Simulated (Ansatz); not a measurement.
# CdS (Hawleyite) (F-43m) in Ansatz: relaxation of cell and atoms with HF

Aim: the relaxation of cell and atoms of CdS (Hawleyite) with HF.

All numbers are computed with Ansatz 0.2.0; they aren't measurements. Logs are shortened: lines on timing, memory, paths and dates and some standing lists are left out, and cuts for length are marked.

**1. The structure**

Symmetry: F-43m, No. 216, cubic system. The conventional cell has a = 5.833 Å, b = 5.833 Å, c = 5.833 Å, α = 90.00°, β = 90.00°, γ = 90.00°. Cd (site symmetry -43m) is surrounded by 4 S at 2.53 Å. S (site symmetry -43m) has 4 Cd at 2.53 Å as nearest neighbours.

**2. Relaxation of cell and atoms, HF**

Contents of input.yaml:

```yaml
crystal:
  lattice:
    - [0.0, 2.9165, 2.9165]
    - [2.9165, 0.0, 2.9165]
    - [2.9165, 2.9165, 0.0]
  atoms:
    - { symbol: Cd, position: [0.0, 0.0, 0.0] }
    - { symbol: S, position: [0.75, 0.75, 0.75] }
hamiltonian:
  xc: hf
  pseudopotentials: { kind: paw }
kpoints:
  mp_grid: { grid: [4, 4, 4] }
scf:
  occupations: { method: fermi_dirac, width: 0.05 }
output:
  forces: true
  stress: true
relax:
  f_tol: 0.01
  max_steps: 40
  cell: { stress_tol: 0.05 }
```

Potentials or basis: Ansatz PAW.

Launch:

```
$ ansatz run input.yaml --threads 2 --pin off --max-ram 5632MiB --backend cpu --events-out ev --progress --plain --runs-dir out
```

What it wrote:

```text
Warning: RAYON_NUM_THREADS=2 ignored (pool sized by the plan → 2); use --threads N
Engine: ansatz 0.2.0, aarch64-unknown-linux-gnu
Pseudopotentials: kind: paw
Pseudopotential: Cd, paw, valence charge 20, recommended cutoff 420 eV (normal), Cd.paw.azcp
Pseudopotential: S, paw, valence charge 6, recommended cutoff 420 eV (normal), S.paw.azcp
Functional definition: HF
  exchange = exact_x
  correlation = 0
Crystal: 2 atoms, lattice volume = 49.615 Å³
Basis set: ecut = 420 eV, 941 PW (Γ)
Bands: 17, of which v1, the nominal top of the filled ones, is band 13 counted from 1 (12 counted from 0)
Symmetry: 24 space group operations
Space group: F-43m (ITA 216), of the structure as read, at distance tolerance 3.7e-5 Å
k-points: 8 of 64 (time reversal used)
Non-local potential: Cd, projectors of the file, l = 0: 3, l = 1: 2, l = 2: 2, l = 3: 1
Non-local potential: S, projectors of the file, l = 0: 2, l = 1: 2, l = 2: 2
PAW form: soft (Blöchl's): semilocal exchange-correlation on the pseudo side does not see the compensation charge
PAW frozen core: Cd, regenerated for the run's functional, and the local potential with it (the file was generated under x = pbe(κ = 0.804, μ = 0.2195149727645171), c = pbe(β = 0.06672455060314922))
PAW frozen core: S, regenerated for the run's functional, and the local potential with it (the file was generated under x = pbe(κ = 0.804, μ = 0.2195149727645171), c = pbe(β = 0.06672455060314922))
PAW one-centre angular grid: Cd, 590 points (default); XC on 64 Gauss nodes
PAW one-centre angular grid: S, 110 points (default); XC on 64 Gauss nodes
Initial density: superposition of atomic densities (neutral atoms: chi_scale 0, normalization atom), corrected by the library's trained network
Initial wavefunctions: pseudopotential atomic-orbital guess
Functional: x = pbe(κ = 0.804, μ = 0.2195149727645171), c = none, warm-up for x = 0 pbe(κ = 0.804, μ = 0.2195149727645171) + 1 exact, c = none
SCF iter   1: F=—  HF=-9070.669893 eV  |F-HF|=—  |Δ(HF+E_count)|=         —  Δρ=1.15e-2  dr2=4.86e-2  ethr=1.77e-3  ⟨swp⟩=9.0  Hψ=639  notcnv=0
preconditioner: auto → none  [insulator: Δε(μ)=1.128 eV  Ē_g=12.193 eV  σ=0.050 eV  W_gap=1.00  n_scr=14 (ndim 8)  ℏωp=22.4 eV  f_vac=0.128  D(μ)=0.00/eV (n_scr^D=0)]
SCF iter   2: F=—  HF=-9070.654645 eV  |F-HF|=—  |Δ(HF+E_count)|=   1.52e-2  Δρ=3.45e-3  dr2=6.65e-3  ethr=1.87e-4  ⟨swp⟩=4.0  Hψ=407  notcnv=0  defer=1
iter 3 solved again at ethr=3.04e-7 eV; its pass at ethr=2.56e-5 eV (dr2=7.90e-5 eV) is discarded
SCF iter   3: F=-9070.652450 eV  HF=-9070.652398 eV  |F-HF|=5.21e-5  |Δ(HF+E_count)|=   2.25e-3  Δρ=5.85e-4  dr2=7.98e-5  ethr=3.04e-7  ⟨swp⟩=2.8  Hψ=580  notcnv=0
SCF 1 stopped early in 3 iterations: F = -9070.652450 eV  dr2 = 7.98e-5
Initial density: handed on by an earlier stage of this run
Initial wavefunctions: those handed on with the density
Functional: x = 0 pbe(κ = 0.804, μ = 0.2195149727645171) + 1 exact, c = none
Frozen-core exchange: fock
[... 265 lines left out ...]
  Residual-converged pass: ⟨swp⟩=3.0  Hψ=305  notcnv=0  max |occ|·‖R‖ = 3.7e-9 eV (tolerance 1.0e-8 eV)  dr2=1.03e-13  dr2_onsite=5.58e-14  max |Δocc| = 0.0e0
hybrid outer 2: dexx = -2.274e-13 eV, tail = 3.61e-13 eV, Δε = 8.56e-7 eV (about 8.56e-7 eV left of the loop's levels)
relax step   7: F+E_penalty+E_count = -9087.16224963 eV  Δ(F+E_penalty+E_count) = +0.000e0 eV  max|allowed force component| = 4.973e-17 eV/Å  Δτ_max = 0.0000 Å  P = +0.005 GPa  Ω = 55.066 Å³  stress off target by 4.78e-3 GPa  SCF on the basis re-selected at this cell (its energy is not comparable with the rows above)  (4 SCF iters)
basis re-selected at this cell: Δ(F+E_penalty+E_count) = +0.000e0 eV, ΔP = +0.002 GPa vs the last step (what re-selecting the basis moved, of the pressure what is left beyond the Pulay correction that the steps carried, after the strain that the cell walked since its last selection, with what the two solves' SCF thresholds leave and, on support functions, any second-order correction that the steps lacked; it is no measure of the basis error at this ecutwfc). This SCF's stress stands 4.78e-3 GPa from its target on what of the cell is left free (relax.cell.stress_tol is 5.00e-2 GPa) and its largest allowed force component is 4.97e-17 eV/Å (relax.f_tol is 1.00e-2 eV/Å): within both
hybrid SCF converged: 2 outer / 4 inner (+0 warm-up), last move |dexx| = 2.27e-13 eV, tail = 3.61e-13 eV
Stability not checked: this state was not tested for a lower state beside it, because the functional holds exact exchange (a hybrid, or Hartree-Fock), whose exchange loop this test does not read (fock_operator; see scf.lower_state_search)
Free energy (F): -9087.162250 eV
Frozen-core exchange: fock
Harris-Foulkes:  -9087.162250 eV  (|F-HF|=1.82e-12)
Internal energy: -9087.162250 eV  (E = F + TS)
E sigma→0 (E₀):  -9087.162250 eV
Fermi energy:    6.751598 eV
--- Per-component energies (eV) ---
  E_band       = -800.680740
  E_kinetic    = 613.767505
  E_local      = -4166.916088  (includes V_loc(G=0)·N_el)
  E_nonlocal   = 57.552878
  E_hartree    = 1913.118843
  E_xc         = 0.000000
  E_vxc        = 0.000000  (∫ρ·V_xc dr)
  E_exx        = -443.279612  (= α·E_x^exact, valence–valence)
  E_paw        = -4446.331988  (= ΣΔE_a)
  E_vpaw       = -244.763521  (= ΣTr[D̂ρ^β])
  E_aug_tail   = 0.000015  (compensation charges beyond the density's cutoff)
  E_ewald      = -2612.612933
  E_core_change = -2.460869  (= ΣΔE_core)
  E_smearing   = -0.000000  (= −TS)
  E_closure    = 0.000000  (closes the sum)
  Σ components = -9087.162250   (vs F -9087.162250, Δ=0.00e0)
--- Forces (eV/Å), atoms counted from 1 ---
  atom   1  Cd    -0.00000000     0.00000000     0.00000000
  atom   2  S      0.00000000    -0.00000000    -0.00000000
  max |Σ_I F_I| component: 3.01e-17 eV/Å
--- Stress (GPa, compression-positive) ---
        0.004781      -0.000000      -0.000000
       -0.000000       0.004781      -0.000000
       -0.000000      -0.000000       0.004781
  P = ⅓ Tr σ = 0.0048 GPa (0.048 kbar)
--- Band table (eV; the first three rows and the last of 8) ---
  k-point 0: bands = ["-118.6195", "-74.4105", "-74.4105", "-74.4105", "-13.7700", "-9.6151", "-9.6151", "-9.6151", "-9.2307", "-9.2307", "2.5934", "2.5934", "2.5934", "10.7716", "16.9734"]
  k-point 1: bands = ["-118.6197", "-74.4105", "-74.4105", "-74.4103", "-13.5788", "-9.5623", "-9.5623", "-9.3040", "-9.2306", "-9.2306", "-0.0288", "2.1896", "2.1896", "12.5872", "16.4199"]
  k-point 2: bands = ["-118.6195", "-74.4105", "-74.4105", "-74.4101", "-13.4012", "-9.5208", "-9.5208", "-9.2159", "-9.2159", "-8.7908", "-2.1422", "1.8136", "1.8136", "13.0212", "17.2548"]
  k-point 7: bands = ["-118.6199", "-74.4107", "-74.4103", "-74.4098", "-13.2987", "-9.4429", "-9.4143", "-9.2735", "-9.2240", "-8.5401", "-1.4681", "0.1427", "0.3439", "14.9652", "16.1202"]
  guard bands above this table: 2 of the run's 17 bands. The solve was not asked for them (output.publish_guard_bands: true or output.eigenvalues: true publishes all)
--- Relaxed structure (5 steps of the walk, 5 accepted, 2 SCFs on fresh bases) ---
  F+E_penalty+E_count = -9087.16224963 eV   max|allowed force component| = 4.973e-17 eV/Å   (the final SCF, on the basis selected at the relaxed cell)
  cell:  # Å, volume = 55.0660 Å³
    - [3.972598776921714e-33, 3.019612227981384, 3.019612227981384]
    - [3.019612227981384, -2.4482662981544947e-33, 3.019612227981384]
    - [3.019612227981384, 3.019612227981384, -1.0183775281415917e-33]
  atoms:
    - { symbol: Cd, position: [2.8175213770108716e-33, -1.8489984036633844e-33, -2.553378747916102e-33] }
    - { symbol: S, position: [0.7500000000000001, 0.7500000000000001, 0.7500000000000001] }
```

Wall time 61 s (2 threads of Arm Neoverse V1, shared host); peak memory 0.7 GiB.

Results:

```yaml
Free_energy: -9087.1622 eV
Relaxed_volume: 27.53 Å³/atom
Relaxed_cell: a = 4.270 Å, b = 4.270 Å, c = 4.270 Å, α = 60.00°, β = 60.00°, γ = 60.00°
Space_group_after_relaxing_to_0.05_Å: F-43m (No. 216)
Energy_gained_by_relaxing: 57.1 meV/atom
Ionic_steps: 7
Pressure_after_relaxing: 0.0 GPa
Band_gap_on_the_k_mesh: 8.18 eV, direct
```

The path:
```
step  energy change (eV)  largest force (eV/Å)  volume (Å³)
   1              0.0000                0.0000        49.62
   2             -0.0874                0.0000        55.61
   3             -0.0896                0.0000        55.21
   4             -0.0900                0.0000        55.13
   5             -0.1139                0.0000        55.13
   6             -0.1142                0.0000        55.07
   7             -0.1142                0.0000        55.07
```

Final structure:
```xyz
2
Lattice="0.0000 3.0196 3.0196 3.0196 0.0000 3.0196 3.0196 3.0196 0.0000" Properties=species:S:1:pos:R:3 pbc="T T T"
Cd    0.0000    0.0000    0.0000
S     4.5294    4.5294    4.5294
```

Levels at points of the mesh, in eV from the valence-band top:
```tsv
k point	band 9	band 10	band 11	band 12	band 13	band 14	band 15
(0.00, 0.00, 0.00)	-11.82	-11.82	0.00	0.00	0.00	8.18	14.38
(0.00, 0.00, -0.50)	-11.81	-11.38	-4.74	-0.78	-0.78	10.43	14.66
(0.00, -0.50, -0.50)	-11.78	-11.25	-4.32	-1.97	-1.97	10.39	11.90
```

Caveat: the k mesh is coarse (spacing up to 0.47 Å⁻¹), so the values aren't converged, least of all with exact exchange; the plane-wave basis is chosen anew once the cell has moved, so the energies of steps on either side of that aren't comparable; the pressure holds a Pulay correction of +0.7 GPa for the finite cutoff; the volume moved by +11 % from the deposited cell, more than functionals usually miss; the PAW data sets come from PBE, with cores solved anew for the run's functional, which leaves a small shift of forces and pressure. Zero-point motion and thermal expansion aren't in these numbers.
